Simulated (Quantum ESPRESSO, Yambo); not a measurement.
# As (buckled honeycomb monolayer): G0W0 with Yambo, start to end, part 2 of 2

Wanted: ground state, empty states, screening and self-energy for As (buckled honeycomb monolayer).

Quantum ESPRESSO 7.5 and Yambo 5.3.0; PBE and many-body steps on it, plane waves. Known limits of the many-body steps: not at the basis limit; no spin-orbit coupling.

So far. Step 3 (Bands along the symmetry lines): The gap is 1.630 eV, −0.015 eV from the run before at this level. Step 4 (Empty states on the mesh, 9×9×1 mesh, 74 bands): On this mesh the gap is 1.646 eV.

## 5. Conversion and set-up

This step: Yambo 5.3.0; conversion and set-up on PBE, plane waves, norm-conserving pseudopotentials.

The states are converted to the many-body program's format and the q mesh is built.

Command:

```sh
$ (cd o/x.save; p2y > p2y.log; mv SAVE ../..); yambo > setup.log
```

What it wrote:

```text
 Yambo, version 5.3.0

 [02] CORE Variables Setup
 =========================

  [02.01] Unit cells
  ==================

  Cell kind             :  HCP
  Atoms in the cell     :  As
  number of As atoms    :  2

  List of atomic masses
  Mass of As    :  74.92200

  List of atomic coordinates    : [cc]
  As1       : -0.27822E-09   3.9400       11.914      order 1
  As2       :   3.41216   1.97001  14.54168  order 2

  Alat factors          :   6.82431   5.91003  26.45617 [a.u.]
  Direct lattice volume :   1067.03    [a.u.]
  Direct lattice vectors:  A[ 1 ]  A[ 2 ]  A[ 3 ]
   A[ 1 ]:  1.000000 -0.000000  0.000000  [iru]
   6.824311 -0.000000  0.000000  [cc]
   A[ 2 ]: -0.500000  1.000000  0.000000  [iru]
  -3.412155  5.910027  0.000000  [cc]
   A[ 3 ]:  0.000000  0.000000  1.000000  [iru]
    0.00000   0.00000  26.45617  [cc]

  Recip. lattice volume :  0.232469 [a.u.]
  Recip. lattice vectors:  B[ 1 ]  B[ 2 ]  B[ 3 ]
   B[ 1 ]:  1.000000  0.500000  0.000000  [iku]
   0.920706  0.531570 -0.000000  [cc]
   B[ 2 ]:  0.000000  1.000000  0.000000  [iku]
   0.000000  1.063140 -0.000000  [cc]
   B[ 3 ]:  0.000000  0.000000  1.000000  [iku]
  -0.000000 -0.000000  0.237494  [cc]

  [02.02] Symmetries
  ==================

  Inversion symmetry    : yes
  Spatial inversion     : yes
  Inversion index       :   7
  K-space Time-reversal : no
  Magnetic symmetries   : no
  Group table correct   : yes
  Symmetries units      :  [cc]

   [S  1]:   1.0000       0.0000       0.0000     -0.55235E-16   1.0000       0.0000       0.0000       0.0000       1.0000
   [S  2]:   1.0000       0.0000       0.0000     -0.31975E-10  -1.0000       0.0000       0.0000       0.0000      -1.0000
   [S  3]: -0.500000  0.866025  0.000000 -0.866025 -0.500000  0.000000  0.000000  0.000000  1.000000
[...]
[S 11]:  0.500000  0.866025  0.000000  0.866025 -0.500000  0.000000  0.000000  0.000000  1.000000
   [S 12]:  0.500000 -0.866025  0.000000 -0.866025 -0.500000  0.000000  0.000000  0.000000  1.000000

  [02.03] Reciprocal space
  ========================

  nG shells         :   6447
  nG charge         :  144181
  nG WFs            :  21351
  nC WFs            :  18046
  G-vecs. in first 80 shells:  [ Number ]
     1    3    5    7    9   15   27   39   41
    53   55   67   79   81   93   99  111  113
   125  137  149  161  167  169  181  193  205
[...]
809   811   823   835   859   865   877   889
  ...
  Shell energy in first 80 shells:  [ mHa ]
[...]
4971.20      5080.71      5086.20      5107.81      5114.40      5199.01      5331.23      5337.82      5340.02
    5527.54      5537.43      5672.94      5756.45      5760.84      5791.24      6092.67      6101.46      6240.27
    6321.58      6345.39      6461.49      6468.08      6776.11      6781.60      6809.80      6891.11
  ...

  [02.04] K-grid lattice
  ======================

[...]
WF components:  17971
  K [ 3]         [rlu]:  0.000000  0.222222  0.000000
         WF components:  17997
[...]
K [ 8]         [rlu]:  0.111111  0.333333  0.000000
[...]
K [ 9]         [rlu]:  0.111111  0.444444  0.000000
[...]
K [10]         [rlu]:  0.222222  0.222222  0.000000
[...]
K [11]         [rlu]:  0.222222  0.333333  0.000000
         WF components:  18032
  K [12]         [rlu]:  0.333333  0.333333  0.000000
         WF components:  18033

  [02.05] Energies & Occupations
  ==============================

  [X] === General ===
  [X] Electronic Temperature                        :  0.000000  0.000000 [eV K]
  [X] Bosonic    Temperature                        :  0.000000  0.000000 [eV K]
  [X] Finite Temperature mode                       : no
  [X] El. density                                   :  0.29092E+24 [cm-3]
  [X] Fermi Level                                   : -0.908984 [eV]

  [X] === Gaps and Widths ===
  [X] Conduction Band Min                           :  1.645614 [eV]
  [X] Valence Band Max                              :  0.000000 [eV]
  [X] Filled Bands                                  :  23
  [X] Empty Bands                                   :   24   74
  [X] Direct Gap                                    :  1.948162 [eV]
  [X] Direct Gap localized at k                     :  1
  [X] Indirect Gap                                  :  1.645614 [eV]
  [X] Indirect Gap between kpts                     :   1   4
  [X] Last valence band width                       :  1.964014 [eV]
  [X] 1st conduction band width                     :  1.364646 [eV]

  E @ K [ 1]:  [eV]
  -184.7066 -184.7060 -128.1046 -128.1046 -128.1022 -128.1022 -128.0466 -128.0445
[...]
occ @ K [ 1]
[...]
E @ K [ 2]:  [eV]
[...]
occ @ K [ 2]
[...]
E @ K [ 3]:  [eV]
[...]
occ @ K [ 3]
[...]
E @ K [ 8]:  [eV]
[...]
occ @ K [ 8]
[...]
E @ K [ 9]:  [eV]
[...]
occ @ K [ 9]
[...]
E @ K [10]:  [eV]
[...]
occ @ K [10]
[...]
E @ K [11]:  [eV]
[...]
occ @ K [11]
[...]
E @ K [12]:  [eV]
[...]
occ @ K [12]
[...]
0.000000  0.000000  0.000000  0.000000  0.000000  0.000000  0.000000  0.000000
   0.000000  0.000000  0.000000  0.000000  0.000000  0.000000  0.000000  0.000000

 [03] Transferred momenta grid and indexing
 ==========================================

 IBZ Q-points                                      :  12
 BZ  Q-points                                      :   81

 K/Q-points units:
 rlu = crystal or reduced units; cc = cartesian coordinates; iku = interal k-units

 Q [ 1]         [rlu]:  0.000000  0.000000  0.000000
 Q [ 2]         [rlu]: -0.70867E-17  0.11111       0.0000
 Q [ 3]         [rlu]: -0.14173E-16  0.22222       0.0000
[...]
Q [ 8]         [rlu]:  0.111111  0.333333  0.000000
 Q [ 9]         [rlu]:  0.111111  0.444444  0.000000
 Q [10]         [rlu]:  0.222222  0.222222  0.000000
 Q [11]         [rlu]:  0.222222  0.333333  0.000000
 Q [12]         [rlu]:  0.333333  0.333333  0.000000

  [03.01] X indexes
  =================

   [03.01.01] Sigma indexes
   ========================

 [06] Game Over & Game summary
```

Elapsed: 2.6 s, on 1 MPI rank of Arm Neoverse V1, shared host; peak memory 0.28 GiB.

## 6. Screening and self-energy, 9×9×1 mesh, 74 bands, screening to 74.8 eV

G0W0 replaces the xc potential by the self-energy, built once from these orbitals. Only a window of levels is corrected, while the sums run over the empty bands that the input names.

This step: G0W0 on PBE, plane waves, norm-conserving pseudopotentials.

gw1.in reads:

```
HF_and_locXC
gw0
dyson
ppa
em1d
rim_cut
rim_w
RandQpts= 3000000
RandGvec= 100 RL
CUTGeo= "slab z"
RandGvecW= 9 RL
EXXRLvcs= 100 Ry
VXCRLvcs= 400 Ry
Chimod= "HARTREE"
% BndsRnXp
 1 | 74 |
%
NGsBlkXp= 5.5 Ry
% LongDrXp
 1 | 1 | 0 |
%
% GbndRnge
 1 | 74 |
%
DysSolver= "n"
ExtendOut
PPAPntXp= 27.21138 eV
% QPkrange
 1 | 1 | 22 | 25 |
 4 | 4 | 22 | 25 |
%
```

Command:

```sh
$ OMP_NUM_THREADS=1 mpirun -n 8 yambo -F gw1.in -J gw1 -C gw1 > gw1.log
```

What it wrote:

```text
 Yambo, version 5.3.0

 [02] CORE Variables Setup
 =========================

  [... cell, symmetries and grids as in the set-up ...]

  [02.05] Energies & Occupations
  ==============================

  [X] === General ===
  [X] Electronic Temperature                        :  0.000000  0.000000 [eV K]
  [X] Bosonic    Temperature                        :  0.000000  0.000000 [eV K]
  [X] Finite Temperature mode                       : no
  [X] El. density                                   :  0.29092E+24 [cm-3]
  [X] Fermi Level                                   : -0.908984 [eV]

  [X] === Gaps and Widths ===
  [X] Conduction Band Min                           :  1.645614 [eV]
  [X] Valence Band Max                              :  0.000000 [eV]
  [X] Filled Bands                                  :  23
  [X] Empty Bands                                   :   24   74
  [X] Direct Gap                                    :  1.948162 [eV]
  [X] Direct Gap localized at k                     :  1
  [X] Indirect Gap                                  :  1.645614 [eV]
  [X] Indirect Gap between kpts                     :   1   4
  [X] Last valence band width                       :  1.964014 [eV]
  [X] 1st conduction band width                     :  1.364646 [eV]

 [03] Transferred momenta grid and indexing
 ==========================================

 IBZ Q-points                                      :  12
 BZ  Q-points                                      :   81

 K/Q-points units:
 rlu = crystal or reduced units; cc = cartesian coordinates; iku = interal k-units

 Q [ 1]         [rlu]:  0.000000  0.000000  0.000000
 Q [ 2]         [rlu]: -0.70867E-17  0.11111       0.0000
 Q [ 3]         [rlu]: -0.14173E-16  0.22222       0.0000
 Q [ 4]         [rlu]: -0.21260E-16  0.33333       0.0000
 Q [ 5]         [rlu]: -0.28347E-16  0.44444       0.0000
 Q [ 6]         [rlu]:  0.111111  0.111111  0.000000
 Q [ 7]         [rlu]:  0.111111  0.222222  0.000000
 Q [ 8]         [rlu]:  0.111111  0.333333  0.000000
 Q [ 9]         [rlu]:  0.111111  0.444444  0.000000
 Q [10]         [rlu]:  0.222222  0.222222  0.000000
 Q [11]         [rlu]:  0.222222  0.333333  0.000000
 Q [12]         [rlu]:  0.333333  0.333333  0.000000

 [04] Coloumb potential Random Integration (RIM)
 ===============================================

 Performing RIM of v_slab

  [04.01] RIM initialization
  ==========================

  * Diagonal components only detected *

  8 x (sBL volume)        :  0.022960 [a.u.]
  sBZ random points       :  3000000
  Points outside the sBZ  :  24000829
  RL volume               :  0.232469 [a.u.]
  Integrated volume       :  0.232461 [a.u.]

  [04.02] RIM integrals
  =====================

  Gamma point sphere radius             :  0.027737 [a.u.]
  Points outside the sphere             :  2398884
  [Int_sBZ(q=0) 1/q^2]*(Vol_sBZ)^(-1/3) =:  7.116235
                                 should be <:  7.795600

  Summary of Coulomb integrals for non-metallic bands |Q|[au] RIM/Bare

  Q [1] 0.100000E-4 0.912853 * Q [2] 0.118127 0.854407
  Q [6] 0.204601 0.965897 * Q [3] 0.236253 0.982803
  Q [7] 0.312534 1.001551 * Q [4] 0.354380 1.005036
  Q [10] 0.409203 1.006648 * Q [8] 0.425912 1.006742
  Q [5] 0.472507 1.006568 * Q [11] 0.514902 1.006139
  Q [9] 0.541324 1.005788 * Q [12] 0.613804 1.004849
  Non-periodic chartesian directions : none
  Optical renormalization            :  26.45617 [au]
  Polarizability dimension           : length

 [05] Coloumb potential CutOffslab
 =================================

 Cut directionsZ
 Slab Cutoff:Z
 Symmetry test passed : yes

 [06] Dipoles
 ============

  [06.01] Setup: observables and procedures
  =========================================

 [07] Dynamic Dielectric Matrix (PPA)
 ====================================

 [SLK-Inversion]  Pools        :  2
 [SLK-Inversion]  BLACS grid   :  2  2

 [WR./gw1//ndb.pp]---------------------------------------------------------------
  Brillouin Zone Q/K grids (IBZ/BZ)                :   12   81   12   81
  RL vectors                                       :  21365 [WF]
  Coulomb cutoff potential                         : slab z
  Electronic Temperature                           :  0.000000 [K]
  Bosonic    Temperature                           :  0.000000 [K]
  PPA    diel. fun.  energies                      : Perdew, Burke & Ernzerhof(X)+Perdew, Burke & Ernzerhof(C)
  wavefunctions                                    : Perdew, Burke & Ernzerhof(X)+Perdew, Burke & Ernzerhof(C)
  Global Gauge                                     : length
  X matrix size                                    :  291
  X band range                                     :    1   74
  X e/h energy range                               : -1.000000 -1.000000 [eV]
  X Time ordering                                  : R
  X Hxc Kernel                                     : HARTREE
  X Drude frequency                                :  0.000000  0.000000
  X poles                                          :  100.0000 [o/o]
  RL vectors in the sum                            :  21365
  [r,Vnl] included                                 : yes
  Field direction                                  :  0.707107E-5  0.707107E-5   0.00000
  BZ energy Double Grid                            : no
  BZ energy DbGd points                            : 0
  BZ Q point size factor                           : -1.000000
  X Optical Averaged directions                    : none

 [08] Local Exchange-Correlation + Non-Local Fock
 ================================================

 [VXC] Plane waves :  144181
 [EXS] Plane waves :  18025

 QP @ state[ 1 ] K range:  1  1
 QP @ state[ 1 ] b range:  22  25
 QP @ state[ 2 ] K range:   4   4
 QP @ state[ 2 ] b range:  22  25

 [xc] Functional : Perdew, Burke & Ernzerhof(X)+Perdew, Burke & Ernzerhof(C)
 [xc] LIBXC used to calculate xc functional
  PP Number of Atomic Species                      :  1
  NLCC RL compoments                               :  144181
  PP Number of Atomic Species                      :  1
  NLCC RL compoments                               :  144181

 [xc] E_xc :  -47.81665 [Ha]
      E_xc :  -95.63329 [Ry]

  Local XC kind (lXC) : Perdew, Burke & Ernzerhof(X)+Perdew, Burke & Ernzerhof(C)
  Non-Local XC kind (nlXC) : Hartree-Fock

  Corrections @ K [1] :  [eV]
 <22|nlXC|22> = -15.18879  0.90440E-18 <22|lXC|22> = -14.04978 -0.56645E-15
 <23|nlXC|23> = -15.18883  0.21770E-17 <23|lXC|23> = -14.04978  0.000000
 <24|nlXC|24> = -9.096322  0.25287E-17 <24|lXC|24> = -12.75565 -0.94408E-16
 <25|nlXC|25> = -8.853978  0.30796E-18 <25|lXC|25> = -13.27374 -0.37763E-15

  Corrections @ K [4] :  [eV]
 <22|nlXC|22> = -15.27224 -0.43305E-17 <22|lXC|22> = -13.35591  0.35403E-16
 <23|nlXC|23> = -14.54245  0.83448E-17 <23|lXC|23> = -12.57131  0.000000
 <24|nlXC|24> = -7.650580 -0.20574E-17 <24|lXC|24> = -11.00701  0.82607E-16
 <25|nlXC|25> = -6.570798  0.11120E-17 <25|lXC|25> = -10.79531 -0.94408E-16

 [09] Dyson equation: Newton solver
 ==================================

  [09.01] RIM-W interpolation
  ===========================

  [WARNING] RIM-W works only for 2D semiconductors with slab cutoff
  Found compatible q grid: 2D
  q_min[ 1 ]:  0.11111      0.19930E-11   0.0000     [rlu]
   0.111111  0.055556  0.000000 [iku]
  q_min[ 2 ]:  0.41024E-11  0.11111       0.0000     [rlu]
   0.41024E-11  0.11111       0.0000     [iku]
  G-vectors :   9
  G-vectors loaded:   61
  Number of interpolated frequencies:  2

  Evaluating coefficients q = 0
  Evaluating coefficients q = 0

  [09.02] RIM-W integrals
  =======================

  8 x (sBL volume)        :  0.022960 [a.u.]
  sBZ random points       :  3000000
  Points outside the sBZ  :  24000829
  RL volume               :  0.232469 [a.u.]
  Integrated volume       :  0.232461 [a.u.]

  [09.03] RIM integrals
  =====================

  Comparison between head Wc = W - v averages: < Wc > [au] RIM-W/RIM

   < -Wc [Q = 1] > 0.225106E-1 0.282671E-4 * < -Wc [Q = 2] > 0.005027 0.004932
   < -Wc [Q = 3] > 0.001145 0.001129 * < -Wc [Q = 4] > 0.420847E-3 0.416656E-3
   < -Wc [Q = 5] > 0.197143E-3 0.195846E-3 * < -Wc [Q = 6] > 0.001605 0.001582
   < -Wc [Q = 7] > 0.584263E-3 0.578629E-3 * < -Wc [Q = 8] > 0.263127E-3 0.261551E-3
   < -Wc [Q = 9] > 0.136750E-3 0.136248E-3 * < -Wc [Q = 10] > 0.295219E-3 0.293651E-3
   < -Wc [Q = 11] > 0.159036E-3 0.158542E-3 * < -Wc [Q = 12] > 0.960411E-4 0.957833E-4

  Comparison between head Wc = W - v averages: < Wc > [au] RIM-W/RIM

   < -Wc [G = 1,G`=0] > 0.225106E-1 0.282671E-4 * < -Wc [G = 2,G`=0] >-0.960522E-3  0.00000
   < -Wc [G = 3,G`=0] >-0.960491E-3  0.00000 * < -Wc [G = 4,G`=0] > 0.180764E-4  0.00000
   < -Wc [G = 5,G`=0] > 0.180733E-4  0.00000 * < -Wc [G = 6,G`=0] > 0.309069E-4  0.00000
   < -Wc [G = 7,G`=0] > 0.309128E-4  0.00000 * < -Wc [G = 8,G`=0] >-0.569056E-5  0.00000
   < -Wc [G = 9,G`=0] >-0.569090E-5  0.00000

 [10] G0W0 (W PPA)
 =================

 [  GW  ] Bands range     :    1   74
 [GW/PPA] G damping       :  0.100000 [eV]

 QP @ state[ 1 ] K range:  1  1
 QP @ state[ 1 ] b range:  22  25
 QP @ state[ 2 ] K range:   4   4
 QP @ state[ 2 ] b range:  22  25

  Sc/G bands                                       :    1   74
  Sc/G damping                                     :  0.100000 ev
  Sc bands terminator                              : no
  Sx RL components                                 :  18025

  QP @ state[ 1 ] K range                          :  1  1
  QP @ state[ 1 ] b range                          :  22  25
  QP @ state[ 2 ] K range                          :   4   4
  QP @ state[ 2 ] b range                          :  22  25
  GF energies kind                                 : Perdew, Burke & Ernzerhof(X)+Perdew, Burke & Ernzerhof(C)
  GF WF`s kind                                     : Perdew, Burke & Ernzerhof(X)+Perdew, Burke & Ernzerhof(C)
  Xs energies kind                                 : Perdew, Burke & Ernzerhof(X)+Perdew, Burke & Ernzerhof(C)
  Xs WF`s kind                                     : Perdew, Burke & Ernzerhof(X)+Perdew, Burke & Ernzerhof(C)

 [14] Game Over & Game summary
```

Wall time 4.8 min (8 MPI ranks); peak memory 11 GiB.

This step gave:

| Property | Result |
| --- | --- |
| G0W0 gap on the points computed | 2.544 eV |
| starting gap on the mesh | 1.646 eV |
| k of the valence top | 0, 0, 0 |
| k of the conduction bottom | 0, 0.3333, 0 |
| least direct G0W0 gap on the computed points | 3.034 eV |
| Z at the valence top | 0.7613 |
| Z at the conduction bottom | 0.7692 |

The gap on the mesh goes from 1.65 eV to 2.54 eV, a correction of +0.90 eV.

Limits: finite bands, cutoff and mesh; no spin-orbit coupling. v1 is the top filled band, c1 the lowest empty one. The levels before and after the correction (eV, zero at the valence-band top of each column):

|  | conduction bottom | valence top |
| --- | --- | --- |
| Kohn-Sham | 1.65 | 0.00 |
| G0W0 | 2.54 | 0.00 |

|  | level | energy (eV) |
| --- | --- | --- |
| Kohn-Sham | Γ v2-v1 | 0.000 |
| Kohn-Sham | Γ c1 | 1.948 |
| Kohn-Sham | Γ c2 | 3.500 |
| Kohn-Sham | (0 0.333 0) v2 | -1.527 |
| Kohn-Sham | (0 0.333 0) v1 | -0.745 |
| Kohn-Sham | (0 0.333 0) c1 | 1.646 |
| Kohn-Sham | (0 0.333 0) c2 | 3.865 |
| G0W0 | Γ v2-v1 | 0.000 |
| G0W0 | Γ c1 | 3.034 |
| G0W0 | Γ c2 | 4.802 |
| G0W0 | (0 0.333 0) v2 | -1.696 |
| G0W0 | (0 0.333 0) v1 | -1.061 |
| G0W0 | (0 0.333 0) c1 | 2.545 |
| G0W0 | (0 0.333 0) c2 | 4.867 |

## 7. Where the time went

Times are wall times on the hardware named with each run, good to a factor of about two.

| step | time | share | memory (GiB) |
| --- | --- | --- | --- |
| ground state | 28 s | 8 % | 1.4 |
| bands along the symmetry lines | 10 s | 3 % | 1.2 |
| empty states on the mesh | 18 s | 5 % | 1.0 |
| conversion and set-up | 2.6 s | 1 % | 0.28 |
| screening and self-energy | 4.8 min | 83 % | 11 |

## 8. Outcome

```
PBE gap              : 1.63 eV, indirect
G0W0 gap on the mesh : 2.54 eV
GW settings          : 9×9×1 mesh, 74 bands, screening to 74.8 eV, Godby-Needs plasmon pole
known limits         : not at the basis limit; no spin-orbit coupling
```

**Reading.** G0W0 moves the gap on the mesh from 1.65 eV to 2.54 eV (+0.90 eV), with Z of 0.76 and 0.77 at the edges. Only 2 of the mesh's irreducible points were corrected, so a valley elsewhere could overtake. The dearest step here is «screening and self-energy». Bands and cutoff are finite, so the gap is not at the basis limit. The miss can reach some tenths of an eV and take either sign; the mesh is an error of its own. In the G0W0 run levels were corrected at 2 k points alone, so a gap called «on the mesh» is the least over those, and an edge elsewhere would be missed. The many-body steps are scalar-relativistic: spin-orbit coupling is not in them.

[Paths, hosts, dates, memory and timing lines, banners, echoed tables and standing remarks are left out of the program output.]

[Logs are printed without paths, hosts, clocks, repeated set-up lines and the standing remarks that a program may print on its own settings, such as how far it seeks lower states.]

[Runs of the session that timed out or met a known fault of the program may be left out.]

[Hosts, paths, dates, database ids (printed as entryN), source tags and the programs' standing remarks are cut or masked in the printed files.]
